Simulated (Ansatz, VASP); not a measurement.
This is a calculation of KBr for VASP 6.6.1.

INCAR

```
PREC = Accurate
ENCUT = 520
EDIFF = 1E-6
ISMEAR = -1
SIGMA = 0.05
LREAL = False
LASPH = True
NELM = 60
ALGO = Normal
ISIF = 2
LWAVE = False
LCHARG = False
GGA = PE
IVDW = 12
NBANDS = 15
```

Contents of KPOINTS:

```
regular mesh
0
Gamma
  7 7 7
```

POSCAR

```
KBr
1.0
    0.0000000000      3.3218549415      3.3218549415
    3.3218549415      0.0000000000      3.3218549415
    3.3218549415      3.3218549415      0.0000000000
Br K
1 1
Direct
    0.5000000000      0.5000000000      0.5000000000
    0.0000000000      0.0000000000      0.0000000000
```

Potentials or basis: VASP PAW PBE potentials, release 64 (Br, K_sv).

Command:

```sh
$ cat potpaw_PBE.64/Br/POTCAR potpaw_PBE.64/K_sv/POTCAR > POTCAR
$ mpirun -np 1 vasp_std > vasp.out
```

Problem. Translate it to Ansatz 0.2.0. Potentials there: Ansatz PAW.

Solution. As run (the cutoff follows the program's own potentials):

input.yaml

```yaml
crystal:
  lattice:
    - [0.0, 3.3218549415, 3.3218549415]
    - [3.3218549415, 0.0, 3.3218549415]
    - [3.3218549415, 3.3218549415, 0.0]
  atoms:
    - { symbol: Br, position: [0.5, 0.5, 0.5] }
    - { symbol: K, position: [0.0, 0.0, 0.0] }
hamiltonian:
  xc: pbe
  pseudopotentials: { kind: paw }
  dispersion: d3bj
kpoints:
  mp_grid: { grid: [7, 7, 7] }
scf:
  occupations: { method: fermi_dirac, width: 0.05 }
output:
  forces: true
  stress: true
  eigenvalues: true
```

Potentials or basis: Ansatz PAW.

The run is started by

```console
$ ansatz run input.yaml --threads 2 --pin off --max-ram 5120MiB --backend cpu --events-out ev --progress --plain --runs-dir out
```

Both were run:

|  | VASP | Ansatz | Ansatz less VASP |
| --- | --- | --- | --- |
| gap on the k mesh at the Fermi level (eV) | 4.38 | 4.38 | +0.001 |
| least direct gap on the mesh (eV) | 4.38 | 4.38 | +0.001 |
| pressure (GPa) | -0.5 | -0.5 | -0.03 |
| dispersion energy (meV/atom) | -202.5 | -202.6 | -0.06 |

Caveats: an odd mesh through Γ misses points on the zone boundary, where band edges often lie (VASP); odd divisions of the mesh miss points on the zone boundary, where band edges often lie, so the gap on the mesh can be too wide (Ansatz). A hybrid or GW would open this gap; PBE tends to underestimate it.
